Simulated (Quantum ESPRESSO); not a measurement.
## TePb: zone-centre phonons under several settings

```
Pb Te
1.0
     0.00000    3.23100    3.23100
     3.23100    0.00000    3.23100
     3.23100    3.23100    0.00000
Pb Te
1 1
Direct
  0.00000 0.00000 0.00000
  0.50000 0.50000 0.50000
```

All runs used Quantum ESPRESSO 7.5; no spin polarisation; cutoff 1088 eV; occupations smeared at first, fixed for the response.

```tsv
level	potentials	k mesh (s: shifted)	geometry	volume (Å³/atom)	pressure (GPa)	lowest optical mode without the field (cm⁻¹)	sum of the Born charges (e)
PBE	PseudoDojo 0.4.1 SR PBE standard	6 × 6 × 6s	given cell, atoms relaxed	33.73	?	?	?
WC	PseudoDojo 0.4.1 SR PBE standard	6 × 6 × 6s	relaxed cell	33.48	0.0	48	0.02
PBEsol	PseudoDojo 0.4.1 SR PBEsol standard	6 × 6 × 6s	given cell, atoms relaxed	33.73	-0.4	43	0.02
rev-vdW-DF2	PseudoDojo 0.4.1 SR PBE standard	4 × 4 × 4s	relaxed cell	34.73	0.0	39	0.16
rev-vdW-DF2	PseudoDojo 0.4.1 SR PBE standard	4 × 4 × 4s	given cell, atoms relaxed	33.73	1.3	50	0.15
```

Problem. What stands in the row left open?

Solution. Pressure 2.1 GPa; lowest optical mode without the field 50 cm⁻¹; sum of the Born charges 0.01 e.

Caveats: the potentials were made for another functional, which shifts forces and pressure (some runs).

